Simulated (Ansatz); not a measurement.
Start from SrF2 in the fluorite structure (space group Fm-3m, No. 225; a = 5.7906 Å). Axes: x, y, z lie along the cube axes.

All numbers come from r2SCAN, PAW, 500 eV (Ansatz, a quantum-chemistry and plane-wave program; scalar-relativistic without spin-orbit coupling).

Before the change:

The band gap is 7.60 eV and the smallest direct gap is 7.70 eV.

Modification: a free-standing slab of 5 layers (15 atoms, 3 a layer) is cut normal to [111], with 15 Å of vacuum and the in-plane cell held at bulk.

Question: Predict the new band gap, excess energy per area of both faces, change of the spacing d23 from its bulk value of 0.836 Å, smallest direct gap and change of the spacing d12 from its bulk value of 0.836 Å.

Answer: The band gap decreases by 0.34 eV, from 7.60 eV to 7.26 eV; the excess energy per area of both faces (slab less bulk energy over the cell's area: twice a surface energy) is 0.88 J/m²; the change of the spacing d23 from its bulk value of 0.836 Å is +1.0 %; the smallest direct gap falls by 0.367 eV to 7.34 eV; the change of the spacing d12 from its bulk value of 0.836 Å amounts to -3.6 %.

Slab and bulk use different k-meshes, which limits the precision of the excess energy. Whether these cells are dynamically stable was not tested.
